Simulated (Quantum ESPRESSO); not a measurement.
# 2H-WSe2, 1 layer: a series in biaxial strain, part 2 of 8

Wanted: a table for 2H-WSe2, 1 layer against biaxial strain, and what can be fitted to it.

Quantum ESPRESSO 7.5; plane-wave DFT, PBE, GBRV ultrasoft pseudopotentials.

So far. Step 2 (Relaxing cell and ions of the reference):  The last row is no step: it is a fresh SCF in the final cell with a new plane-wave basis, +0 meV from the row before.

## 3. Relaxation with pw.x, -4 %

Input file m0.relax.in:

```
&control
  prefix = 'm0.relax'
  outdir = './out'
  pseudo_dir = './pseudo'
  nstep = 40
  forc_conv_thr = 0.0003
  calculation = 'relax'
  tstress = .true.
/
&system
  ibrav = 0
  nat = 3
  ntyp = 2
  ecutwfc = 50
  ecutrho = 250
  occupations = 'smearing'
  smearing = 'fd'
  degauss = 0.002
/
&electrons
  conv_thr = 1e-09
  mixing_beta = 0.4
  electron_maxstep = 120
  mixing_mode = 'plain'
/
&ions
/
ATOMIC_SPECIES
  Se  78.9710  se_pbe_v1.uspp.F.UPF
  W   183.8400  w_pbe_v1.2.uspp.F.UPF
CELL_PARAMETERS angstrom
  3.18543293760000 0.00000000000000 0.00000000000000
  -1.59271646880000 2.75866584576000 0.00000000000000
  0.00000000000000 0.00000000000000 18.74034793400000
ATOMIC_POSITIONS crystal
  Se  0.333333333300 0.666666666700 0.410331696300
  W   0.000000000000 0.000000000000 0.500000000000
  Se  0.333333333300 0.666666666700 0.589668303700
K_POINTS automatic
  12 12 1 0 0 0
```

Command:

```
$ OMP_NUM_THREADS=1 mpirun -n 4 pw.x -nk 4 -in m0.relax.in > m0.relax.out
```

The log of the run:

```text
[banner, memory and clock lines left out]
Program PWSCF v.7.5 starts
[citation notice left out]

[...]
Message from routine setup:
[...]
bravais-lattice index     =            0
     lattice parameter (alat)  =       6.0196  a.u.
     unit-cell volume          =    1111.3269 (a.u.)^3
     number of atoms/cell      =            3
     number of atomic types    =            2
     number of electrons       =        26.00
     number of Kohn-Sham states=           17
     kinetic-energy cutoff     =      50.0000  Ry
     charge density cutoff     =     250.0000  Ry
     scf convergence threshold =      1.0E-09
     mixing beta               =       0.4000
     number of iterations used =            8  plain     mixing
     energy convergence thresh.=      1.0E-04
     force convergence thresh. =      3.0E-04
     Exchange-correlation= SLA  PW   PBE  PBE
                           (   1   4   3   4   0   0   0)
     nstep                     =           40

[...]
PseudoPot. # 1 for Se read from file:
     ./pseudo/se_pbe_v1.uspp.F.UPF
     Pseudo is Ultrasoft + core correction, Zval =  6.0
     Generated by new atomic code, or converted to UPF format
     Using radial grid of  877 points,  6 beta functions with:
                l(1) =   0
                l(2) =   0
                l(3) =   1
                l(4) =   1
                l(5) =   2
                l(6) =   2
     Q(r) pseudized with  8 coefficients,  rinner =    1.300   1.300   1.300
                                                       1.300   1.300

     PseudoPot. # 2 for W  read from file:
     ./pseudo/w_pbe_v1.2.uspp.F.UPF
     Pseudo is Ultrasoft + core correction, Zval = 14.0
     Generated by new atomic code, or converted to UPF format
     Using radial grid of  923 points,  8 beta functions with:
                l(1) =   0
                l(2) =   0
                l(3) =   0
                l(4) =   1
                l(5) =   1
                l(6) =   2
                l(7) =   2
                l(8) =   3
     Q(r) pseudized with  6 coefficients,  rinner =    1.350   1.350   1.350
                                                       1.350   1.350   1.350
                                                       1.350

     atomic species   valence    mass     pseudopotential
     Se                6.00    78.97100     Se( 1.00)
     W                14.00   183.84000     W ( 1.00)

     12 Sym. Ops. (no inversion) found

[...]
number of k points=    19  Fermi-Dirac smearing, width (Ry)=  0.0020
[...]
Dense  grid:    74123 G-vectors     FFT dimensions: (  32,  32, 180)

     Smooth grid:    53277 G-vectors     FFT dimensions: (  27,  27, 160)

     Check: negative core charge=   -0.000001

     Initial potential from superposition of free atoms

     starting charge      25.8995, renormalised to      26.0000

     negative rho (up, down):  6.114E-02 0.000E+00
     Starting wfcs are   21 randomized atomic wfcs

     per-process dynamical memory:    63.9 Mb

     Self-consistent Calculation

     iteration #  1     ecut=    50.00 Ry     beta= 0.40
     Davidson diagonalization with overlap
     ethr =  1.00E-02,  avg # of iterations =  2.2

     Threshold (ethr) on eigenvalues was too large:
     Diagonalizing with lowered threshold

     Davidson diagonalization with overlap
     ethr =  3.46E-04,  avg # of iterations =  1.5

     negative rho (up, down):  6.325E-02 0.000E+00

     total energy              =    -246.43346527 Ry
     estimated scf accuracy    <       0.10583924 Ry

     iteration #  2     ecut=    50.00 Ry     beta= 0.40
[...]
negative rho (up, down):  6.383E-02 0.000E+00

[...]
total energy              =    -246.43933206 Ry
     estimated scf accuracy    <       0.08470576 Ry

     iteration #  3     ecut=    50.00 Ry     beta= 0.40
[...]
negative rho (up, down):  6.545E-02 0.000E+00

[...]
total energy              =    -246.45335603 Ry
     estimated scf accuracy    <       0.01381025 Ry

     iteration #  4     ecut=    50.00 Ry     beta= 0.40
[...]
negative rho (up, down):  6.655E-02 0.000E+00

[...]
total energy              =    -246.45477808 Ry
     estimated scf accuracy    <       0.00074868 Ry

     iteration #  5     ecut=    50.00 Ry     beta= 0.40
[...]
negative rho (up, down):  6.665E-02 0.000E+00

[...]
total energy              =    -246.45486406 Ry
     estimated scf accuracy    <       0.00004321 Ry

     iteration #  6     ecut=    50.00 Ry     beta= 0.40
[...]
negative rho (up, down):  6.661E-02 0.000E+00

[...]
total energy              =    -246.45490941 Ry
     estimated scf accuracy    <       0.00000577 Ry

     iteration #  7     ecut=    50.00 Ry     beta= 0.40
[...]
negative rho (up, down):  6.658E-02 0.000E+00

[...]
total energy              =    -246.45491019 Ry
     estimated scf accuracy    <       0.00000031 Ry

     iteration #  8     ecut=    50.00 Ry     beta= 0.40
[...]
negative rho (up, down):  6.656E-02 0.000E+00

[...]
total energy              =    -246.45491045 Ry
     estimated scf accuracy    <       0.00000006 Ry

     iteration #  9     ecut=    50.00 Ry     beta= 0.40
[...]
negative rho (up, down):  6.655E-02 0.000E+00

[...]
total energy              =    -246.45491046 Ry
     estimated scf accuracy    <          3.7E-09 Ry

     iteration # 10     ecut=    50.00 Ry     beta= 0.40
[...]
negative rho (up, down):  6.655E-02 0.000E+00

[...]
End of self-consistent calculation

          k = 0.0000 0.0000 0.0000 (  6643 PWs)   bands (ev):

   -73.0546 -37.3935 -37.1577 -37.1577 -14.4289 -13.0900  -5.8073  -1.7111
    -1.4542  -1.4542  -0.1976  -0.1976   0.1436   4.1561   4.1561   4.3243
     4.3243

          k = 0.0000 0.0962 0.0000 (  6647 PWs)   bands (ev):

   -73.0534 -37.3891 -37.1804 -37.1629 -14.3087 -13.0280  -5.6555  -1.9077
    -1.7942  -1.3347  -0.4000  -0.2330   0.1427   3.7600   3.8788   4.1636
     4.3533

[...]
the Fermi energy is     1.6658 ev

!    total energy              =    -246.45491047 Ry
     estimated scf accuracy    <          3.9E-10 Ry
     smearing contrib. (-TS)   =      -0.00000000 Ry
     internal energy E=F+TS    =    -246.45491047 Ry

     The total energy is F=E-TS. E is the sum of the following terms:
     one-electron contribution =    -970.17616470 Ry
     hartree contribution      =     486.34011612 Ry
     xc contribution           =    -100.90719028 Ry
     ewald contribution        =     338.28832839 Ry

     convergence has been achieved in  10 iterations

     negative rho (up, down):  6.655E-02 0.000E+00

     Forces acting on atoms (cartesian axes, Ry/au):

     atom    1 type  1   force =     0.00000000    0.00000000   -0.03737387
     atom    2 type  2   force =     0.00000000    0.00000000    0.00000000
     atom    3 type  1   force =     0.00000000    0.00000000    0.03737387

     Total force =     0.052855     Total SCF correction =     0.000041

     Computing stress (Cartesian axis) and pressure

     negative rho (up, down):  6.655E-02 0.000E+00
          total   stress  (Ry/bohr**3)                   (kbar)     P=       42.57
   0.00032941  -0.00000000   0.00000000           48.46       -0.00        0.00
   0.00000000   0.00032941   0.00000000            0.00       48.46        0.00
  -0.00000000   0.00000000   0.00020929           -0.00        0.00       30.79

     BFGS Geometry Optimization
     Energy error            =      2.8E-03 Ry
     Gradient error          =      3.7E-02 Ry/Bohr

     number of scf cycles    =   1
     number of bfgs steps    =   0

     energy             new  =    -246.4549104679 Ry

     new trust radius        =       0.0373738724 bohr
     new conv_thr            =       0.0000000010 Ry

ATOMIC_POSITIONS (crystal)
Se               0.3333333333        0.6666666667        0.4092763583
W                0.0000000000        0.0000000000        0.5000000000
Se               0.3333333333        0.6666666667        0.5907236417

[...]
NEW-OLD atomic charge density approx. for the potential

     Check: negative core charge=   -0.000001

     negative rho (up, down):  6.659E-02 0.000E+00

     per-process dynamical memory:    69.6 Mb

[...]
!    total energy              =    -246.45713983 Ry
[...]
Total force =     0.031691     Total SCF correction =     0.000023
[...]
number of bfgs steps    =   1
[...]
energy             new  =    -246.4571398273 Ry
[...]
new trust radius        =       0.0411112597 bohr
[...]
!    total energy              =    -246.45833569 Ry
[...]
Total force =     0.009652     Total SCF correction =     0.000006
[...]
number of bfgs steps    =   2
[...]
energy             new  =    -246.4583356863 Ry
[...]
new trust radius        =       0.0180033403 bohr
[...]
!    total energy              =    -246.45846308 Ry
[...]
Total force =     0.000395     Total SCF correction =     0.000022
[...]
number of bfgs steps    =   3
[...]
energy             new  =    -246.4584630802 Ry
[...]
new trust radius        =       0.0007680147 bohr
[...]
Self-consistent Calculation

     iteration #  1     ecut=    50.00 Ry     beta= 0.40
     Davidson diagonalization with overlap
     ethr =  1.00E-06,  avg # of iterations =  2.0

     Threshold (ethr) on eigenvalues was too large:
     Diagonalizing with lowered threshold

     Davidson diagonalization with overlap
     ethr =  1.88E-10,  avg # of iterations =  5.2

     negative rho (up, down):  6.661E-02 0.000E+00

     total energy              =    -246.45846327 Ry
     estimated scf accuracy    <       0.00000008 Ry

[...]
iteration #  6     ecut=    50.00 Ry     beta= 0.40
[...]
negative rho (up, down):  6.661E-02 0.000E+00

[...]
End of self-consistent calculation

          k = 0.0000 0.0000 0.0000 (  6643 PWs)   bands (ev):

   -73.0687 -37.3820 -37.1366 -37.1366 -14.2219 -13.0476  -5.6877  -1.7994
    -1.1488  -1.1488   0.0267   0.0573   0.0573   4.1639   4.1639   4.2256
     4.2256

          k = 0.0000 0.0962 0.0000 (  6647 PWs)   bands (ev):

   -73.0676 -37.3778 -37.1585 -37.1417 -14.1039 -12.9813  -5.5338  -1.9418
    -1.4929  -1.0312  -0.1440  -0.0463   0.0408   3.6545   3.8750   4.0725
     4.3432

[...]
the Fermi energy is     1.5092 ev

!    total energy              =    -246.45846330 Ry
     estimated scf accuracy    <          2.3E-12 Ry
     smearing contrib. (-TS)   =      -0.00000000 Ry
     internal energy E=F+TS    =    -246.45846330 Ry

     The total energy is F=E-TS. E is the sum of the following terms:
     one-electron contribution =    -956.88083144 Ry
     hartree contribution      =     479.72674295 Ry
     xc contribution           =    -100.81655384 Ry
     ewald contribution        =     331.51217903 Ry

     convergence has been achieved in   6 iterations

     negative rho (up, down):  6.661E-02 0.000E+00

     Forces acting on atoms (cartesian axes, Ry/au):

     atom    1 type  1   force =     0.00000000    0.00000000   -0.00000464
     atom    2 type  2   force =    -0.00000000   -0.00000000    0.00000000
     atom    3 type  1   force =     0.00000000    0.00000000    0.00000464

     Total force =     0.000007     Total SCF correction =     0.000000

     Computing stress (Cartesian axis) and pressure

     negative rho (up, down):  6.661E-02 0.000E+00
          total   stress  (Ry/bohr**3)                   (kbar)     P=       23.98
   0.00024665  -0.00000000   0.00000000           36.28       -0.00        0.00
   0.00000000   0.00024665   0.00000000            0.00       36.28        0.00
   0.00000000   0.00000000  -0.00000427            0.00        0.00       -0.63

     Energy error            =      2.2E-07 Ry
     Gradient error          =      4.6E-06 Ry/Bohr

     bfgs converged in   5 scf cycles and   4 bfgs steps
     (criteria: energy <  1.0E-04 Ry, force <  3.0E-04 Ry/Bohr)

     End of BFGS Geometry Optimization

     Final energy             =    -246.4584632985 Ry

     File ./out/m0.relax.bfgs deleted, as requested
Begin final coordinates

ATOMIC_POSITIONS (crystal)
Se               0.3333333333        0.6666666667        0.4075854337
W                0.0000000000        0.0000000000        0.5000000000
Se               0.3333333333        0.6666666667        0.5924145663
End final coordinates

[...]
```

The job ended after 2.1 min (4 MPI ranks of Arm Neoverse N1, shared host; peak memory 0.82 GiB).

The steps of the relaxation:

| step | energy less that of the first step (eV) | largest force (eV/Å) |
| --- | --- | --- |
| 1 | 0.0000 | 0.9609 |
| 2 | -0.0303 | 0.5762 |
| 3 | -0.0466 | 0.1755 |
| 4 | -0.0483 | 0.0072 |
| 5 | -0.0483 | 0.0001 |

The atoms that moved most (Å):

| atom | dx | dy | dz | length |
| --- | --- | --- | --- | --- |
| Se1 | 0.000 | 0.000 | -0.051 | 0.051 |
| Se3 | 0.000 | 0.000 | 0.051 | 0.051 |

The relaxed structure:

```cif
data_structure
_symmetry_space_group_name_H-M 'P 1'
_symmetry_Int_Tables_number 1
_cell_length_a 3.1854
_cell_length_b 3.1854
_cell_length_c 18.7403
_cell_angle_alpha 90.000
_cell_angle_beta 90.000
_cell_angle_gamma 120.000
_cell_volume 164.68
loop_
_atom_site_label
_atom_site_type_symbol
_atom_site_fract_x
_atom_site_fract_y
_atom_site_fract_z
_atom_site_occupancy
Se1 Se 0.33333 0.66667 0.40759 1
W2 W 0.00000 0.00000 0.50000 1
Se3 Se 0.33333 0.66667 0.59241 1
```

The relaxation lowers the energy by 16 meV an atom.

Read from the output:

* free energy: -3353.2382 eV
* Fermi energy: 1.509 eV

(Part 2 of 8 ends here.)

[Logs are printed without paths, hosts, clocks, repeated set-up lines and the standing remarks that a program may print on its own settings, such as how far it seeks lower states.]

[Hosts, paths, dates, database ids (printed as entryN), source tags and the programs' standing remarks are cut or masked in the printed files.]

[Maps of the electrostatic potential energy from Ansatz leave out the sawtooth potential of an applied field or a dipole correction, so their vacuum need not be flat; planar profiles and work functions include it.]
